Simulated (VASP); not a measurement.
Wanted: the native input for a VASP 6.6.1 run.

| Quantity | Value |
| --- | --- |
| Task | single point |
| Functional | PBEsol |
| Potentials or basis | VASP PAW PBE potentials, release 64 (Al, Ga_d, N) |
| Cutoff | 520 eV |
| k mesh | 6 × 8 × 4 |
| Occupations | gaussian, width 0.02 eV |
| Spin | no spin polarisation |
| Dipole correction | no |
| Further INCAR settings | ALGO = Fast; EDIFF = 1e-06; NBANDS = 31 |

The structure of Al3GaN4 lies in POSCAR:

```
Al3GaN4
1.0
    4.8966885469      0.0000000000      0.0000000000
    0.0000000000      3.0379567765      0.0000000000
   -0.0032620324      0.0000000000      5.2597133771
Al Ga N
3 1 4
Direct
    0.5000987300      0.5000000000      0.1672803900
    0.0007635700      0.5000000000      0.8349643100
    0.0008865500      0.0000000000      0.3315828000
    0.4997148900      0.0000000000      0.6661637400
    0.1101354300      0.0000000000      0.6662955400
    0.1225865200      0.5000000000      0.1671738600
    0.6259035500      0.5000000000      0.8412775200
    0.6235097600      0.0000000000      0.3252628400
```

The cell comes from a database or a generator and needn't be the stable form of this composition.

The cell isn't the ideal one: functional PBEsol, strained and moved within the space group.

One way to write it, as run:

INCAR

```
SYSTEM = Al3GaN4
PREC = Accurate ; ENCUT = 520
EDIFF = 1E-6 ; ISMEAR = 0
SIGMA = 0.02 ; LREAL = .False.
LASPH = .True. ; NELM = 100
ALGO = Fast ; ISIF = 2
LWAVE = .False. ; LCHARG = .True.
GGA = PS ; LELF = .True.
LVHAR = .True. ; NBANDS = 31
```

KPOINTS

```
regular mesh
0
Gamma
  6 8 4
  0 0 0
```

Potentials or basis: VASP PAW PBE potentials, release 64 (Al, Ga_d, N).

Run with:

```console
$ cat potpaw_PBE.64/Al/POTCAR potpaw_PBE.64/Ga_d/POTCAR potpaw_PBE.64/N/POTCAR > POTCAR
$ mpirun -np 1 vasp_std > vasp.out
```

It gave:

```
Pressure               : 21.2 GPa
Largest force          : 0.213 eV/Å
Band gap on the k mesh : 4.21 eV, direct
```

Caveat: so large a pressure means that the cell lies far from this level's equilibrium, or that cutoff or potentials fall short; the potentials were made for another functional, which shifts forces and pressure.

Run time: 82 s on 1 thread of Intel(R) Xeon(R) 6975P-C (Granite Rapids) (shared host), peak memory 0.28 GiB.
